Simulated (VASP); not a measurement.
# Rb (I4/mmm) in VASP: hyperfine couplings with PBE+D3(BJ)

Aim: the hyperfine couplings of Rb with PBE+D3(BJ).

All numbers are computed with VASP 6.6.1; they aren't measurements. Logs are shortened: lines on timing, memory, paths and dates and some standing lists are left out, and cuts for length are marked.

## 1. The undisturbed crystal

It takes space group I4/mmm (No. 139, tetragonal). The conventional cell has a = 5.909 Å, b = 5.909 Å, c = 5.462 Å, α = 90.00°, β = 90.00°, γ = 90.00°.

This isn't the form of Rb at room conditions, which is bcc.

## 2. Hyperfine couplings, PBE+D3(BJ), collinear spin, random start (volume scaled by 1.08)

File INCAR:

```
PREC = Accurate
ENCUT = 520
EDIFF = 1E-6
ISMEAR = 1
SIGMA = 0.1
LREAL = F
LASPH = T
NELM = 60
ALGO = Fast
ISIF = 2
LWAVE = F
LCHARG = F
ISPIN = 2
MAGMOM = 0.03
LORBIT = 11
NUPDOWN = 1
GGA = PE
IVDW = 12
LHYPERFINE = T
```

File KPOINTS:

```
Automatic mesh
0
Gamma
  7 7 7
```

File POSCAR:

```
Rb
1.0
   -3.0312865304      3.0312865304      2.8018077590
    3.0312865304     -3.0312865304      2.8018077590
    3.0312865304      3.0312865304     -2.8018077590
Rb
1
Direct
    0.0000000000      0.0000000000      0.0000000000
```

Potentials or basis: VASP PAW PBE potentials, release 64 (Rb_sv).

On the command line:

```console
$ cat potpaw_PBE.64/Rb_sv/POTCAR > POTCAR
$ mpirun -np 1 vasp_std > vasp.out
```

OUTCAR:

```text
PREC = Accurate
   ENCUT = 520
   EDIFF = 1E-6
   ISMEAR = 1
   LREAL = F
   LASPH = T
   NELM = 60
   ISIF = 2
   ISPIN = 2
   LORBIT = 11
   NUPDOWN = 1
   GGA = PE
   IVDW = 12
 IVDW          = 12

 ion  position               nearest neighbor table
   1  0.000  0.000  0.000-

  LATTYP: Found a body centered tetragonal cell.
 ALAT       =     6.0625730608
 C/A-ratio  =     0.9242965754

  Lattice vectors:

 A1 = (  -3.0312865304,   3.0312865304,   2.8018077590)
 A2 = (   3.0312865304,  -3.0312865304,   2.8018077590)
 A3 = (   3.0312865304,   3.0312865304,  -2.8018077590)

Analysis of symmetry for initial positions (statically):
=====================================================================
 Subroutine PRICEL returns:
 Original cell was already a primitive cell.

 Routine SETGRP: Setting up the symmetry group for a
 body centered tetragonal supercell.

 Subroutine GETGRP returns: Found 16 space group operations
 (whereof 16 operations were pure point group operations)
 out of a pool of 16 trial point group operations.

The static configuration has the point symmetry D_4h.

Analysis of symmetry for dynamics (positions and initial velocities):
=====================================================================
 Subroutine PRICEL returns:
 Original cell was already a primitive cell.

 Routine SETGRP: Setting up the symmetry group for a
 body centered tetragonal supercell.

 Subroutine GETGRP returns: Found 16 space group operations
 (whereof 16 operations were pure point group operations)
 out of a pool of 16 trial point group operations.

The dynamic configuration has the point symmetry D_4h.

Analysis of structural, dynamic, and magnetic symmetry:
=====================================================================
 Subroutine PRICEL returns:
 Original cell was already a primitive cell.

 Routine SETGRP: Setting up the symmetry group for a
 body centered tetragonal supercell.

 Subroutine GETGRP returns: Found 16 space group operations
 (whereof 16 operations were pure point group operations)
 out of a pool of 16 trial point group operations.

The overall configuration has the point symmetry D_4h.

 Subroutine INISYM returns: Found 16 space group operations
 (whereof 16 operations are pure point group operations),
 and found     1 'primitive' translations

----------------------------------------------------------------------------------------

                                     Primitive cell

  volume of cell :     102.9799

  direct lattice vectors                    reciprocal lattice vectors
    -3.031286530  3.031286530  2.801807759     0.000000000  0.164946466  0.178456212
     3.031286530 -3.031286530  2.801807759     0.164946466  0.000000000  0.178456212
     3.031286530  3.031286530 -2.801807759     0.164946466  0.164946466  0.000000000

  length of vectors
     5.121281361  5.121281361  5.121281361     0.243010198  0.243010198  0.233269529

  position of ions in fractional coordinates (direct lattice)
     0.000000000  0.000000000  0.000000000

  ion indices of the primitive-cell ions
   primitive index   ion index
                 1           1

----------------------------------------------------------------------------------------

 KPOINTS: Automatic mesh

Automatic generation of k-mesh.
 Grid dimensions read from file:
 generate k-points for:    7    7    7

 Generating k-lattice:

  Cartesian coordinates                     Fractional coordinates (reciprocal lattice)
     0.000000000  0.023563781  0.025493745     0.142857143  0.000000000  0.000000000
[... 109 lines left out ...]

 E-fermi : -13.1937     XC(G=0):  -5.4075

 val. band max:        0.1913501954   @ k =  -0.2857  -0.4286   0.1429
 cond. band min:      -2.2076979687   @ k =   0.0000   0.0000   0.0000
 fundamental gap:     -2.3990481640
 Fermi energy:         0.2111812581

 spin component 1

 k-point     1 :       0.0000    0.0000    0.0000
  band No.  band energies     occupation
      1     -29.2837      1.00000
      2     -13.3385      1.00000
      3     -13.3385      1.00000
      4     -13.3371      1.00000
      5      -2.4320      1.00000
      6       2.8531      0.00000
      7       3.2570      0.00000
      8       3.2570      0.00000
[... 243 lines left out ...]
 k-point    24 :      -0.4286    0.4286    0.1429
  band No.  band energies     occupation
      1     -29.2812      1.00000
      2     -13.3968      1.00000
      3     -13.3587      1.00000
      4     -13.3463      1.00000
      5      -0.6137      1.00000
      6       0.4283     -0.00442
      7       2.4337      0.00000
      8       2.6623      0.00000

 [... further k-points ...]

 spin component 2

 k-point     1 :       0.0000    0.0000    0.0000
  band No.  band energies     occupation
      1     -29.2150      1.00000
      2     -13.2569      0.93409
      3     -13.2569      0.93409
      4     -13.2565      0.93244
      5      -2.2077      0.00000
      6       2.9162      0.00000
      7       3.3094      0.00000
      8       3.3094      0.00000
[... 243 lines left out ...]
 k-point    24 :      -0.4286    0.4286    0.1429
  band No.  band energies     occupation
      1     -29.2126      1.00000
      2     -13.3151      1.03544
      3     -13.2783      1.00108
      4     -13.2646      0.96328
      5      -0.3898      0.00000
      6       0.6865      0.00000
      7       2.5706      0.00000
      8       2.8444      0.00000

 [... further k-points ...]

------------------------ aborting loop because EDIFF is reached ----------------------------------------

 total charge

# of ion       s       p       d       tot
------------------------------------------
    1        1.952   5.331   0.009   7.293

 magnetization (x)

# of ion       s       p       d       tot
------------------------------------------
    1        0.024   0.024   0.009   0.058

 ---------------------------------------------------------------------------------------------

         DFTD3 V3.0 Rev 1
 DF pbe
 parameters
 k1-k3        =   16.0000    1.3333   -4.0000
 Edisp (eV)   -0.08976

 E6    (eV) :    -0.0381
 E8    (eV) :    -0.0517
 % E8        : 57.58

  FORCE on cell =-STRESS in cart. coord.  units (eV):
  Direction    XX          YY          ZZ          XY          YZ          ZX
  --------------------------------------------------------------------------------------
  -------------------------------------------------------------------------------------
  Total      -0.12952    -0.12952    -0.08567     0.00000    -0.00000     0.00000
  in kB      -2.01517    -2.01517    -1.33281     0.00000    -0.00000     0.00000
  external pressure =       -1.79 kB  Pullay stress =        0.00 kB

 VOLUME and BASIS-vectors are now :
 -----------------------------------------------------------------------------
  energy-cutoff  :      520.00
  volume of cell :      102.98
      direct lattice vectors                 reciprocal lattice vectors
    -3.031286530  3.031286530  2.801807759     0.000000000  0.164946466  0.178456212
     3.031286530 -3.031286530  2.801807759     0.164946466  0.000000000  0.178456212
     3.031286530  3.031286530 -2.801807759     0.164946466  0.164946466  0.000000000

  length of vectors
     5.121281361  5.121281361  5.121281361     0.243010198  0.243010198  0.233269529

 FORCES acting on ions
    electron-ion (+dipol)            ewald-force                    non-local-force                 convergence-correction
 -----------------------------------------------------------------------------------------------
   -.307E-14 -.300E-14 0.239E-14   -.207E-15 0.230E-15 -.708E-16   -.132E-22 0.000E+00 -.132E-22   -.791E-14 0.264E-13 -.130E-13
 -----------------------------------------------------------------------------------------------
   -.307E-14 -.300E-14 0.239E-14   -.207E-15 0.230E-15 -.708E-16   -.132E-22 0.000E+00 -.132E-22   -.791E-14 0.264E-13 -.130E-13

 POSITION                                       TOTAL-FORCE (eV/Angst)
 -----------------------------------------------------------------------------------
      0.00000      0.00000      0.00000         0.000000      0.000000      0.000000
 -----------------------------------------------------------------------------------
    total drift:                               -0.000000      0.000000     -0.000000

--------------------------------------------------------------------------------------------------------

  FREE ENERGIE OF THE ION-ELECTRON SYSTEM (eV)
  ---------------------------------------------------
  free  energy   TOTEN  =        -0.6205011688 eV

  energy  without entropy=       -0.6290627082  energy(sigma->0) =       -0.62335502

--------------------------------------------------------------------------------------------------------

 Total magnetic moment S=     1.0000001

 Fermi contact (isotropic) hyperfine coupling parameter (MHz)
 -------------------------------------------------------------
  ion      A_pw      A_1PS     A_1AE     A_1c      A_tot
 -------------------------------------------------------------
   1       1.986     1.885   139.929     0.704   140.030
 -------------------------------------------------------------

 Dipolar hyperfine coupling parameters (MHz)
 ---------------------------------------------------------------------
  ion      A_xx      A_yy      A_zz      A_xy      A_xz      A_yz
 ---------------------------------------------------------------------
   1       0.133     0.133    -0.265    -0.000     0.000     0.000
 ---------------------------------------------------------------------

 Total hyperfine coupling parameters after diagonalization (MHz)
 (convention: |A_zz| > |A_xx| > |A_yy|)
 ----------------------------------------------------------------------
  ion      A_xx      A_yy      A_zz     asymmetry (A_yy - A_xx)/ A_zz
 ----------------------------------------------------------------------
   1     140.163   139.765   140.163      -0.003
 ---------------------------------------------------------------------

--------------------------------------------------------------------------------------------------------

 total charge

# of ion       s       p       d       tot
------------------------------------------
    1        1.952   5.331   0.009   7.293

 magnetization (x)

# of ion       s       p       d       tot
------------------------------------------
    1        0.024   0.024   0.009   0.058

=======================================================================
```

Run time: 95 s. Hardware: 1 thread of Intel Xeon Platinum 8559C (Emerald Rapids), shared host; peak memory 0.3 GiB.

What came out:

```
Free energy                                           : -0.6205 eV
Pressure                                              : -0.2 GPa
Net moment                                            : 1.00 μB per cell
Site moments                                          : Rb +0.06 μB
Valence electrons inside the program's atomic spheres : Rb 7.29
Dispersion energy per atom                            : -0.090 eV
```

Hyperfine coupling, principal values (MHz):
```
atom               values
1 Rb  140.2, 139.8, 140.2
```

Caveat: the total moment is fixed, so each spin has its own Fermi level.
